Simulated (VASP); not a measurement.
ZrSe2 (1T (CdI2) bulk), PBE single-point calculation: VASP's output and Ansatz's

POSCAR

```
Zr Se
 1.0000000000000000
     3.7881123217255270    0.0000000000000000    0.0000000000000000
    -1.8940561608627635    3.2806015030031568   -0.0000000000000000
     0.0000000000000000    0.0000000000000000    6.1800626953640183
 Zr  Se
   1   2
Cartesian
  0.0000000000000000  0.0000000000000000 -0.0000000000000000
  0.0000000000000001  2.1870676686687709  1.5685606180294287
  1.8940561608627637  1.0935338343343854  4.6115020773345883
```

VASP ran with the recommended PBE PAW datasets (24 valence electrons in the cell).

From OUTCAR

```
k-points           NKPTS =     69   k-points in BZ     NKDIM =     69   number of bands    NBANDS=     19

   NELECT =      24.0000    total number of electrons

   dimension x,y,z NGX =    28 NGY =   28 NGZ =   48
   dimension x,y,z NGXF=    56 NGYF=   56 NGZF=   96

  energy-cutoff  :      520.00
  volume of cell :       76.80
      direct lattice vectors                 reciprocal lattice vectors
     3.788112322  0.000000000  0.000000000     0.263983725  0.152411074  0.000000000
    -1.894056161  3.280601503  0.000000000     0.000000000  0.304822149  0.000000000
     0.000000000  0.000000000  6.180062695     0.000000000  0.000000000  0.161810656

 k-points in reciprocal lattice and weights: KPOINTS created by Atomic Simulation Env
   0.00000000  0.00000000  0.00000000       0.002
   0.08333333 -0.00000000  0.00000000       0.010
   0.16666667 -0.00000000  0.00000000       0.010
   0.25000000 -0.00000000  0.00000000       0.010
   0.33333333 -0.00000000  0.00000000       0.010
   0.41666667 -0.00000000  0.00000000       0.010
   0.50000000 -0.00000000  0.00000000       0.005
   0.08333333  0.08333333  0.00000000       0.010
   ...

 E-fermi :   4.4966

 k-point     1 :       0.0000    0.0000    0.0000
  band No.  band energies     occupation
      1     -45.1543      2.00000
      2     -23.2010      2.00000
      3     -23.0912      2.00000
      4     -23.0912      2.00000
      5      -8.8939      2.00000
      6      -7.6393      2.00000
      7      -0.3954      2.00000
      8       1.6609      2.00000
      9       1.6609      2.00000
     10       4.2929      1.99992
     11       4.2929      1.99992
     12       4.3400      1.99920
     13       5.3888      0.00000
     14       5.3888      0.00000
     15       5.8406      0.00000
     16       8.5722      0.00000
     17       8.5722      0.00000
     18       9.0624      0.00000
     19       9.3708      0.00000

 k-point     2 :       0.0833   -0.0000    0.0000
  band No.  band energies     occupation
      1     -45.1535      2.00000
      2     -23.1981      2.00000
      3     -23.1038      2.00000
      4     -23.0939      2.00000
      5      -8.8308      2.00000
      6      -7.6451      2.00000
      7      -0.2991      2.00000
      8       1.5577      2.00000
      9       1.6972      2.00000
     10       3.6906      2.00000
     11       4.0232      2.00000
     12       4.3302      1.99951
     13       5.4651      0.00000
     14       5.6662      0.00000
     15       5.9637      0.00000
     16       8.2875      0.00000
     17       8.5524      0.00000
     18       9.4721      0.00000
     19       9.9980      0.00000

 k-point     3 :       0.1667   -0.0000    0.0000
  band No.  band energies     occupation
      1     -45.1512      2.00000
      2     -23.1901      2.00000
      3     -23.1381      2.00000
      4     -23.1013      2.00000
      5      -8.6531      2.00000
      6      -7.6608      2.00000
      7      -0.0235      2.00000
      8       1.3420      2.00000
      9       1.7870      2.00000
     10       2.6201      2.00000
     11       3.5837      2.00000
     12       4.1402      2.00000
     13       5.3547      0.00000
     14       6.1063      0.00000
     15       6.2551      0.00000
     16       8.2227      0.00000
     17       8.5749      0.00000
     18      10.3853      0.00000
     19      11.0215      0.00000

 k-point     4 :       0.2500   -0.0000    0.0000
  band No.  band energies     occupation
      1     -45.1482      2.00000
      2     -23.1871      2.00000
      3     -23.1766      2.00000
      4     -23.1114      2.00000
      5      -8.3969      2.00000
      6      -7.6806      2.00000
      7       0.3743      2.00000
      8       1.1448      2.00000
      9       1.6090      2.00000
     10       1.8765      2.00000
     11       3.2320      2.00000
     12       3.6477      2.00000
     13       5.1667      0.00000
     14       6.4376      0.00000
     15       6.5933      0.00000
     16       8.5584      0.00000
     17       8.7490      0.00000
     18      11.0909      0.00000
     19      11.7170      0.00000

 k-point     5 :       0.3333   -0.0000    0.0000
  band No.  band energies     occupation
      1     -45.1451      2.00000
      2     -23.2313      2.00000
      3     -23.1673      2.00000
      4     -23.1214      2.00000
      5      -8.1271      2.00000
      6      -7.6916      2.00000
      7       0.4460      2.00000
      8       0.9706      2.00000
      9       1.2913      2.00000
     10       1.9048      2.00000
     11       3.0047      2.00000
     12       3.0398      2.00000
     13       4.9993      0.00000
     14       6.6552      0.00000
     15       6.9403      0.00000
     16       8.9417      0.00000
     17       9.0265      0.00000
     18      11.0022      0.00000
     19      11.5224      0.00000

 ...

  Total        0.5467950      0.5467950      1.1243394      0.0000000      0.0000000      0.0000000
  in kB       11.4068549     11.4068549     23.4551819      0.0000000      0.0000000      0.0000000
  external PRESSURE =      15.4229639 kB  Pullay stress =       0.0000000 kB

 POSITION                                       TOTAL-FORCE (eV/Angst)
 -----------------------------------------------------------------------------------
      0.00000      0.00000      0.00000         0.000000      0.000000      0.000000
      0.00000      2.18707      1.56856         0.000000     -0.000000      0.134182
      1.89406      1.09353      4.61150        -0.000000      0.000000     -0.134182
 -----------------------------------------------------------------------------------
    total drift:                               -0.000000      0.000000     -0.000000

  FREE ENERGIE OF THE ION-ELECTRON SYSTEM (eV)
  ---------------------------------------------------
  free  energy   TOTEN  =       -19.5727388346 eV

  energy  without entropy=      -19.5727364118  energy(sigma->0) =      -19.57273762
```

Each program uses its own PAW datasets. VASP's cell holds 24 valence electrons and Ansatz's 44. Ansatz's stress includes a Pulay correction; VASP's doesn't.

Problem. What does Ansatz give for the same cell and level of theory?

Solution. gap between bands v and c 0.31 eV; least direct gap 1.05 eV; pressure 1.4 GPa; largest force 0.12 eV/Å.

Ansatz printed

```
SCF 1 converged in 6 iterations: F = -15126.045166 eV  dr2 = 6.75e-8
  greatest PAW one-centre occupation: 1.000 electrons in one spin orbital (limit 2), on the Se atom at site 2 (counted from 0), in its partial waves of l = 2
NSCF: frozen V_eff on 8 k-points
SCF converged after 6 iterations
Free energy (F): -15126.045166 eV
Harris-Foulkes:  -15126.045166 eV  (|F-HF|=2.52e-8)
Internal energy: -15126.045164 eV  (E = F + TS)
E sigma→0 (E₀):  -15126.045165 eV
Entropy (-TS):   -0.000002 eV (-0.001 meV/atom)
Fermi energy:    8.990819 eV
--- Per-component energies (eV) ---
  E_band       = -893.205964
  E_kinetic    = 570.273517
  E_local      = -5836.929627  (includes V_loc(G=0)·N_el)
  E_nonlocal   = -1114.055724
  E_hartree    = 2758.273304
  E_xc         = -371.230575
  E_vxc        = -388.711915  (∫ρ·V_xc dr)
  E_paw        = -6775.279421  (= ΣΔE_a)
  E_vpaw       = 359.667664  (= ΣTr[D̂ρ^β])
  E_aug_tail   = -0.001168  (compensation charges beyond the density's cutoff)
  E_ewald      = -4357.095469
  E_smearing   = -0.000002  (= −TS)
  E_closure    = -0.000000  (closes the sum)
  Σ components = -15126.045166   (vs F -15126.045166, Δ=0.00e0)
--- Forces (eV/Å), atoms counted from 1 ---
  atom   1  Zr     0.00000000     0.00000000     0.00000000
  atom   2  Se     0.00000000     0.00000000     0.11690348
  atom   3  Se    -0.00000000     0.00000000    -0.11690348
  max |Σ_I F_I| component: 2.31e-18 eV/Å
--- Stress (GPa, compression-positive) ---
        1.045128      -0.000000      -0.000000
       -0.000000       1.045128       0.000000
       -0.000000       0.000000       2.244549
  P = ⅓ Tr σ = 1.4449 GPa (14.449 kbar)
--- Band table (eV; the first three rows and the last of 69) ---
  k-point 0: bands = ["-40.6535", "-38.0876", "-38.0876", "-38.0874", "-38.0874", "-38.0822", "-38.0820", "-38.0799", "-38.0799", "-38.0798", "-38.0798", "-18.7002", "-18.5905", "-18.5905", "-4.4025", "-3.1489", "4.1002", "6.1581", "6.1581", "8.7870", "8.7870", "8.8330", "9.8855", "9.8855", "10.3355", "13.0649"]
  k-point 1: bands = ["-40.6535", "-38.0877", "-38.0877", "-38.0874", "-38.0874", "-38.0822", "-38.0820", "-38.0799", "-38.0799", "-38.0797", "-38.0797", "-18.7004", "-18.5905", "-18.5905", "-4.2862", "-3.3249", "4.5391", "6.1837", "6.1837", "7.7868", "8.6942", "8.6942", "9.8713", "9.8713", "10.6334", "13.2671"]
  k-point 2: bands = ["-40.6535", "-38.0877", "-38.0877", "-38.0873", "-38.0873", "-38.0821", "-38.0821", "-38.0799", "-38.0799", "-38.0797", "-38.0797", "-18.7006", "-18.5905", "-18.5905", "-4.1087", "-3.5596", "5.2634", "6.2106", "6.2106", "6.6922", "8.6046", "8.6046", "9.8566", "9.8566", "10.7394", "13.4817"]
  k-point 68: bands = ["-40.6422", "-38.0877", "-38.0875", "-38.0875", "-38.0844", "-38.0817", "-38.0817", "-38.0795", "-38.0795", "-38.0795", "-38.0795", "-18.7180", "-18.7180", "-18.6497", "-3.2001", "-3.2001", "5.0995", "5.0995", "5.4850", "6.4083", "6.7990", "6.7990", "10.6260", "10.9886", "10.9886", "13.7013"]
```
